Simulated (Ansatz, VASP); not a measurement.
## CoO in VASP and in Ansatz

```
CELL_PARAMETERS angstrom
0.00000 2.13153 2.13153
2.13153 0.00000 2.13153
2.13153 2.13153 0.00000
ATOMIC_POSITIONS crystal
Co 0.00000 0.00000 0.00000
O 0.50000 0.50000 0.50000
```

Alike in both runs: task single point; functional RPBE; dispersion D4; k mesh 10 × 10 × 10; occupations gaussian, width 0.05 eV; collinear spin; Hubbard terms Co d U = 3.3 eV.

```csv
,VASP,Ansatz
version,VASP 6.6.1,Ansatz 0.2.0
potentials or method,"VASP PAW PBE potentials, release 64 (Co, O)","scalar-relativistic, plane waves, PAW"
plane-wave cutoff (eV),520,420
valence electrons in the cell,15,23
```

Ansatz gave:

* pressure (GPa): 7.4
* largest component of the traceless stress (GPa): 0.71
* net moment per atom (μB): 1.50
* size of the moment on the site where the two differ most (μB): 2.61
* dispersion energy (meV/atom): -590.9

**Question.** Which values does VASP return?

**Answer.** Pressure (GPa): -2.8; largest component of the traceless stress (GPa): 0.00; net moment per atom (μB): 1.50; size of the moment on the site where the two differ most (μB): 2.74; dispersion energy (meV/atom): -591.2.

Site moments also hang on the region over which each program counts them. The programs project onto different local orbitals, so the same U acts differently. The two sets of potentials don't hold the same shells in valence. Ansatz warned: «symmetry_narrowed_by_occupation_matrices».

Caveats: the PAW data sets were made with another functional, which shifts forces and pressure a little (VASP); a cell with one magnetic atom can't hold antiferromagnetic order, which such compounds often take; pairwise dispersion overbinds metals, which lowers pressure and volume. The state reached can hang on the start; a lower one may exist.
